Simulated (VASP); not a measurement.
# Sn (Fd-3m) in VASP: settings compared

One crystal, Sn, is run at these levels: LDA, r2SCAN, PBE; tasks: band structure.

Program: VASP 6.6.1. These are calculated values, not measurements. Logs are shortened: lines on timing, memory, paths and dates and some standing lists are left out, and cuts for length are marked.

**1. Starting point**

It takes space group Fd-3m (No. 227, cubic). The conventional cell has a = 6.537 Å, b = 6.537 Å, c = 6.537 Å, α = 90.00°, β = 90.00°, γ = 90.00°. Around Sn (site symmetry -43m) lie 4 Sn at 2.83 Å.

This isn't the form of Sn at room conditions, which is tetragonal (white tin).

**2. Band structure, LDA**

INCAR reads:

```
SYSTEM = Sn
  ALGO = Fast
  EDIFF = 1E-7
  ENCUT = 520
  GGA = CA
  ISIF = 2
  ISMEAR = 0
  LASPH = .TRUE.
  LCHARG = .FALSE.
  LREAL = .FALSE.
  LWAVE = .FALSE.
  NELM = 80
  PREC = Accurate
  SIGMA = 0.03
```

KPOINTS reads:

```
k-points
0
G
  10 10 10
  0 0 0
```

POSCAR reads:

```
Sn                                      
1.0
    0.0000000000      3.2685833775      3.2685833775
    3.2685833775      0.0000000000      3.2685833775
    3.2685833775      3.2685833775      0.0000000000
  Sn            
     2
Direct
     0.0000000000000000    0.0000000000000000    0.0000000000000000
     0.2500000000000000    0.2500000000000000    0.2500000000000000
```

KPOINTS_OPT reads:

```
explicit points
252
Reciprocal
 0.0000000000  0.0000000000  0.0000000000 1
 0.0357142857  0.0000000000  0.0357142857 1
 0.0714285714  0.0000000000  0.0714285714 1
 0.1071428571  0.0000000000  0.1071428571 1
 0.1428571429  0.0000000000  0.1428571429 1
 0.1785714286  0.0000000000  0.1785714286 1
[... 244 lines left out ...]
 0.4872642400  0.0127357600  0.5000000000 1
 0.5127357600 -0.0127357600  0.5000000000 1
```

Potentials or basis: VASP PAW LDA potentials, release 64 (Sn_d).

Run with:

```sh
$ cat potpaw_LDA.64/Sn_d/POTCAR > POTCAR
$ mpirun -np 1 vasp_std > vasp.out
```

OUTCAR:

```text
SYSTEM = Sn
   EDIFF = 1E-7
   ENCUT = 520
   GGA = CA
   ISIF = 2
   ISMEAR = 0
   LASPH = .TRUE.
   LREAL = .FALSE.
   NELM = 80
   PREC = Accurate

 ion  position               nearest neighbor table
   1  0.000  0.000  0.000-   2 2.83   2 2.83   2 2.83   2 2.83
   2  0.250  0.250  0.250-   1 2.83   1 2.83   1 2.83   1 2.83

  LATTYP: Found a face centered cubic cell.
 ALAT       =     6.5371667550

  Lattice vectors:

 A1 = (   0.0000000000,   3.2685833775,   3.2685833775)
 A2 = (   3.2685833775,   0.0000000000,   3.2685833775)
 A3 = (   3.2685833775,   3.2685833775,   0.0000000000)

Analysis of symmetry for initial positions (statically):
=====================================================================
 Subroutine PRICEL returns:
 Original cell was already a primitive cell.

 Routine SETGRP: Setting up the symmetry group for a
 face centered cubic supercell.

 Subroutine GETGRP returns: Found 48 space group operations
 (whereof 24 operations were pure point group operations)
 out of a pool of 48 trial point group operations.

The static configuration has the point symmetry T_d .
 The point group associated with its full space group is O_h .

Analysis of symmetry for dynamics (positions and initial velocities):
=====================================================================
 Subroutine PRICEL returns:
 Original cell was already a primitive cell.

 Routine SETGRP: Setting up the symmetry group for a
 face centered cubic supercell.

 Subroutine GETGRP returns: Found 48 space group operations
 (whereof 24 operations were pure point group operations)
 out of a pool of 48 trial point group operations.

The dynamic configuration has the point symmetry T_d .
 The point group associated with its full space group is O_h .

 Subroutine INISYM returns: Found 48 space group operations
 (whereof 24 operations are pure point group operations),
 and found     1 'primitive' translations

----------------------------------------------------------------------------------------

                                     Primitive cell

  volume of cell :      69.8407

  direct lattice vectors                    reciprocal lattice vectors
     0.000000000  3.268583378  3.268583378    -0.152971469  0.152971469  0.152971469
     3.268583378  0.000000000  3.268583378     0.152971469 -0.152971469  0.152971469
     3.268583378  3.268583378  0.000000000     0.152971469  0.152971469 -0.152971469

  length of vectors
     4.622474942  4.622474942  4.622474942     0.264954356  0.264954356  0.264954356

  position of ions in fractional coordinates (direct lattice)
     0.000000000  0.000000000  0.000000000
     0.250000000  0.250000000  0.250000000

  ion indices of the primitive-cell ions
   primitive index   ion index
                 1           1
                 2           2

----------------------------------------------------------------------------------------

 KPOINTS: k-points

Automatic generation of k-mesh.
 Grid dimensions read from file:
 generate k-points for:   10   10   10

 Generating k-lattice:

  Cartesian coordinates                     Fractional coordinates (reciprocal lattice)
    -0.015297147  0.015297147  0.015297147     0.100000000  0.000000000  0.000000000
     0.015297147 -0.015297147  0.015297147     0.000000000  0.100000000  0.000000000
     0.015297147  0.015297147 -0.015297147     0.000000000  0.000000000  0.100000000

  Length of vectors
     0.026495436  0.026495436  0.026495436

  Shift w.r.t. Gamma in fractional coordinates (k-lattice)
     0.000000000  0.000000000  0.000000000

 Subroutine IBZKPT returns following result:
 ===========================================

 Found     47 irreducible k-points:

 Following reciprocal coordinates:
            Coordinates               Weight
  0.000000  0.000000  0.000000      1.000000
  0.100000  0.000000  0.000000      8.000000
  0.200000  0.000000  0.000000      8.000000
  0.300000  0.000000  0.000000      8.000000
  0.400000  0.000000  0.000000      8.000000
  0.500000  0.000000  0.000000      4.000000
[... 16 lines left out ...]
  0.300000  0.300000  0.000000      6.000000
  0.400000  0.300000  0.000000     24.000000
 [... further k-points ...]
   k-points           NKPTS =     47   k-points in BZ     NKDIM =     47   number of bands    NBANDS=     18
   number of dos      NEDOS =    301   number of ions     NIONS =      2
   total plane-waves  NPLWV =  46656
   dimension x,y,z NGX =    36 NGY =   36 NGZ =   36
   dimension x,y,z NGXF=    72 NGYF=   72 NGZF=   72
   ions per type =               2
   NGX,Y,Z   is equivalent  to a cutoff of  12.95, 12.95, 12.95 a.u.
   NGXF,Y,Z  is equivalent  to a cutoff of  25.89, 25.89, 25.89 a.u.
 SYSTEM =  Sn
   PREC   = accura    normal or accurate (medium, high low for compatibility)
   ISTART =      0    job   : 0-new  1-cont  2-samecut
   ICHARG =      2    charge: 1-file 2-atom 10-const
   ISPIN  =      1    spin polarized calculation?
   LNONCOLLINEAR =      F non collinear calculations
   LSORBIT =      F    spin-orbit coupling
   LASPH  =      T    aspherical Exc in radial PAW
   ENCUT  =  520.0 eV  38.22 Ry    6.18 a.u.   8.59  8.59  8.59*2*pi/ulx,y,z
   NELM   =     80;   NELMIN=  2; NELMDL= -5     # of ELM steps
   EDIFF  = 0.1E-06   stopping-criterion for ELM
   LREAL  =      F    real-space projection
   EDIFFG = 0.1E-05   stopping-criterion for IOM
   NSW    =      0    number of steps for IOM
   IBRION =     -1    ionic relax: 0-MD 1-quasi-New 2-CG
   NFREE  =      0    steps in history (QN), initial steepest desc. (CG)
   ISIF   =      2    stress and relaxation
   ISYM   =      2    0-nonsym 1-usesym 2-fastsym
   POTIM  = 0.5000    time-step for ionic-motion
   TEBEG  =    0.0;   TEEND  =   0.0 temperature during run
   PSTRESS=    0.0 pullay stress
   NELECT =      28.0000    total number of electrons
   NUPDOWN=      -1.0000    fix difference up-down
   EMIN   =  10.00;   EMAX   =-10.00  energy-range for DOS
   EFERMI =   0.00;   METHOD = LEGACY
   ISMEAR =     0;   SIGMA  =   0.03  broadening in eV -4-tet -1-fermi 0-gaus
   EFERMI_NEDOS =   21; number of points for ismear=-14 and -15
   IALGO  =     68    algorithm
   IMIX   =      4    mixing-type and parameters
     AMIX     =   0.40;   BMIX     =  1.00
     AMIX_MAG =   1.60;   BMIX_MAG =  1.00
  volume/ion in A,a.u.               =      34.92       235.65
  Fermi-wavevector in a.u.,A,eV,Ry     =   1.207141  2.281165 19.826260  1.457189
  Thomas-Fermi vector in A             =   2.342787
   LORBIT       =      0    0 simple, 1 ext, 2 COOP (PROOUT), +10 PAW based schemes
   GGA     = CA    functional components
   LHFCALC =     F    Hartree Fock is set to
   AEXX    =    0.0000 exact exchange contribution
   IVDW    =     0    specifies the selected vdW correction
   LEPSILON=     F    determine dielectric tensor
   LRPA    =     F    only Hartree local field effects (RPA)
 non-spin polarized calculation
 RMM-DIIS sequential band-by-band and
 Gauss-broadening in eV      SIGMA  =   0.03
  energy-cutoff  :      520.00
  volume of cell :       69.84
 maximum number of plane-waves:      1901
 NGX is ok and might be reduce to    36
   NGX = 17   NGY = 17   NGZ = 17

 number of electron      27.9999987 magnetization

 Free energy of the ion-electron system (eV)
  ---------------------------------------------------
  ext. energy  EPLUGINS =         0.00000000
  ---------------------------------------------------
  free energy    TOTEN  =        -8.93223984 eV

  energy without entropy =       -8.93184085  energy(sigma->0) =       -8.93204034

 E-fermi :   5.0479     XC(G=0):  -9.1000

 val. band max:        5.0341650650   @ k =   0.1000   0.0000   0.0000
 cond. band min:       5.0564701481   @ k =   0.4000   0.0000   0.0000
 fundamental gap:      0.0223050832
 Fermi energy:         5.0479264529

 k-point     1 :       0.0000    0.0000    0.0000
  band No.  band energies     occupation
      1     -16.4347      2.00000
      2     -16.4347      2.00000
      3     -16.4347      2.00000
      4     -16.3762      2.00000
      5     -16.3762      2.00000
      6     -16.0818      2.00000
[... 10 lines left out ...]
     17       7.2796      0.00000
     18       7.2796      0.00000

 k-point     2 :       0.1000    0.0000    0.0000
  band No.  band energies     occupation
      1     -16.4418      2.00000
      2     -16.4418      2.00000
      3     -16.4323      2.00000
      4     -16.3663      2.00000
      5     -16.3663      2.00000
      6     -16.0984      2.00000
[... 10 lines left out ...]
     17       7.5224      0.00000
     18       7.6684      0.00000

 k-point     3 :       0.2000    0.0000    0.0000
  band No.  band energies     occupation
      1     -16.4538      2.00000
      2     -16.4538      2.00000
      3     -16.4261      2.00000
      4     -16.3475      2.00000
      5     -16.3475      2.00000
      6     -16.1167      2.00000
[... 10 lines left out ...]
     17       7.9772      0.00000
     18       8.7890      0.00000

 k-point     4 :       0.3000    0.0000    0.0000
  band No.  band energies     occupation
      1     -16.4629      2.00000
      2     -16.4629      2.00000
      3     -16.4180      2.00000
      4     -16.3311      2.00000
      5     -16.3311      2.00000
      6     -16.1304      2.00000
[... 10 lines left out ...]
     17       8.2758      0.00000
     18      10.1789      0.00000

 k-point     5 :       0.4000    0.0000    0.0000
  band No.  band energies     occupation
      1     -16.4678      2.00000
      2     -16.4678      2.00000
      3     -16.4113      2.00000
      4     -16.3214      2.00000
      5     -16.3214      2.00000
      6     -16.1376      2.00000
[... 10 lines left out ...]
     17       8.3485      0.00000
     18      10.7593      0.00000

 k-point     6 :       0.5000    0.0000    0.0000
  band No.  band energies     occupation
      1     -16.4693      2.00000
      2     -16.4693      2.00000
      3     -16.4086      2.00000
      4     -16.3185      2.00000
      5     -16.3185      2.00000
      6     -16.1396      2.00000
[... 10 lines left out ...]
     17       8.3470      0.00000
     18      10.6787      0.00000

 k-point     7 :       0.1000    0.1000    0.0000
  band No.  band energies     occupation
      1     -16.4402      2.00000
      2     -16.4401      2.00000
      3     -16.4401      2.00000
      4     -16.3686      2.00000
      5     -16.3561      2.00000
      6     -16.1199      2.00000
[... 10 lines left out ...]
     17       7.9347      0.00000
     18       7.9347      0.00000

 k-point     8 :       0.2000    0.1000    0.0000
  band No.  band energies     occupation
      1     -16.4550      2.00000
      2     -16.4490      2.00000
      3     -16.4321      2.00000
      4     -16.3551      2.00000
      5     -16.3357      2.00000
      6     -16.1429      2.00000
[... 10 lines left out ...]
     17       8.4840      0.00000
     18       8.7074      0.00000
[... 229 lines left out ...]
     17       9.6231      0.00000
     18       9.8207      0.00000

 k-point    20 :      -0.4000    0.2000    0.0000
  band No.  band energies     occupation
      1     -16.4962      2.00000
      2     -16.4790      2.00000
      3     -16.3694      2.00000
      4     -16.2948      2.00000
      5     -16.2838      2.00000
      6     -16.1815      2.00000
[... 10 lines left out ...]
     17       9.3312      0.00000
     18      10.8379      0.00000

 k-point    21 :      -0.3000    0.2000    0.0000
  band No.  band energies     occupation
      1     -16.4894      2.00000
      2     -16.4786      2.00000
      3     -16.3754      2.00000
      4     -16.3162      2.00000
      5     -16.2857      2.00000
      6     -16.1763      2.00000
[... 10 lines left out ...]
     17       8.9438      0.00000
     18       9.9615      0.00000

 k-point    22 :      -0.2000    0.2000    0.0000
  band No.  band energies     occupation
      1     -16.4753      2.00000
      2     -16.4736      2.00000
      3     -16.3963      2.00000
      4     -16.3321      2.00000
      5     -16.3031      2.00000
      6     -16.1628      2.00000
[... 10 lines left out ...]
     17       8.5902      0.00000
     18       9.2553      0.00000

 k-point    23 :       0.3000    0.3000    0.0000
  band No.  band energies     occupation
      1     -16.4685      2.00000
      2     -16.4685      2.00000
      3     -16.4279      2.00000
      4     -16.3127      2.00000
      5     -16.2579      2.00000
      6     -16.2358      2.00000
[... 10 lines left out ...]
     17      10.5481      0.00000
     18      10.5481      0.00000

 k-point    24 :       0.4000    0.3000    0.0000
  band No.  band energies     occupation
      1     -16.4816      2.00000
      2     -16.4750      2.00000
      3     -16.4056      2.00000
      4     -16.2924      2.00000
      5     -16.2604      2.00000
      6     -16.2342      2.00000
[... 10 lines left out ...]
     17      10.4653      0.00000
     18      10.9557      0.00000

 [... further k-points ...]

------------------------ aborting loop because EDIFF is reached ----------------------------------------

  FORCE on cell =-STRESS in cart. coord.  units (eV):
  Direction    XX          YY          ZZ          XY          YZ          ZX
  --------------------------------------------------------------------------------------
  -------------------------------------------------------------------------------------
  Total       -0.5354379     -0.5354379     -0.5354379      0.0000000      0.0000000      0.0000000
  in kB      -12.2831851    -12.2831851    -12.2831851      0.0000000      0.0000000      0.0000000
  external PRESSURE =     -12.2831851 kB  Pullay stress =       0.0000000 kB

 VOLUME and BASIS-vectors are now :
 -----------------------------------------------------------------------------
  energy-cutoff  :      520.00
  volume of cell :       69.84
      direct lattice vectors                 reciprocal lattice vectors
     0.000000000  3.268583378  3.268583378    -0.152971469  0.152971469  0.152971469
     3.268583378  0.000000000  3.268583378     0.152971469 -0.152971469  0.152971469
     3.268583378  3.268583378  0.000000000     0.152971469  0.152971469 -0.152971469

 POSITION                                       TOTAL-FORCE (eV/Angst)
 -----------------------------------------------------------------------------------
      0.00000      0.00000      0.00000         0.000000      0.000000     -0.000000
      1.63429      1.63429      1.63429        -0.000000     -0.000000      0.000000
 -----------------------------------------------------------------------------------
    total drift:                                0.000000      0.000000      0.000000

  FREE ENERGIE OF THE ION-ELECTRON SYSTEM (eV)
  ---------------------------------------------------
  free  energy   TOTEN  =        -8.9322398377 eV

  energy  without entropy=       -8.9318408510  energy(sigma->0) =       -8.93204034
```

It took 2.6 min on 1 thread of Intel Xeon Platinum 8488C (Sapphire Rapids), shared host; peak memory 0.22 GiB.

What came out:

```
Free energy             : -8.9322 eV
Pressure                : -1.2 GPa
Band gap along the path : none (metal or under the smearing width)
```

Levels at the corners of the path, in eV from the Fermi level:
```
point  band 11  band 12  band 13  band 14  band 15  band 16  band 17  band 18
    Γ   -10.41    -0.86     0.17     0.17     0.17     2.23     2.23     2.23
    X    -7.40    -7.40    -2.30    -2.30     0.87     0.87     7.60     7.60
    X    -7.40    -7.40    -2.30    -2.30     0.87     0.87     7.60     7.60
    W    -7.34    -7.34    -2.87    -2.87     3.39     3.39     4.07     4.07
    W    -7.34    -7.34    -2.87    -2.87     3.39     3.39     4.07     4.07
    K    -7.80    -6.92    -3.20    -1.95     1.14     3.37     5.68     5.98
    K    -7.80    -6.92    -3.20    -1.95     1.14     3.37     5.68     5.98
    Γ   -10.41    -0.86     0.17     0.17     0.17     2.23     2.23     2.23
    Γ   -10.41    -0.86     0.17     0.17     0.17     2.23     2.23     2.23
    L    -8.84    -6.17    -1.00    -1.00    -0.05     3.30     3.30     5.63
    L    -8.84    -6.17    -1.00    -1.00    -0.05     3.30     3.30     5.63
    U    -7.80    -6.92    -3.20    -1.95     1.14     3.37     5.68     5.98
    U    -7.80    -6.92    -3.20    -1.95     1.14     3.37     5.68     5.98
    W    -7.34    -7.34    -2.87    -2.87     3.39     3.39     4.07     4.07
    W    -7.34    -7.34    -2.87    -2.87     3.39     3.39     4.07     4.07
    L    -8.84    -6.17    -1.00    -1.00    -0.05     3.30     3.30     5.63
    L    -8.84    -6.17    -1.00    -1.00    -0.05     3.30     3.30     5.63
    K    -7.80    -6.92    -3.20    -1.95     1.14     3.37     5.68     5.98
    U    -7.80    -6.92    -3.20    -1.95     1.14     3.37     5.68     5.98
    X    -7.40    -7.40    -2.30    -2.30     0.87     0.87     7.60     7.60
```

Caveat: spin-orbit coupling is left out, which moves the levels of the heavy elements.

(Continued in part 2 of 2.)
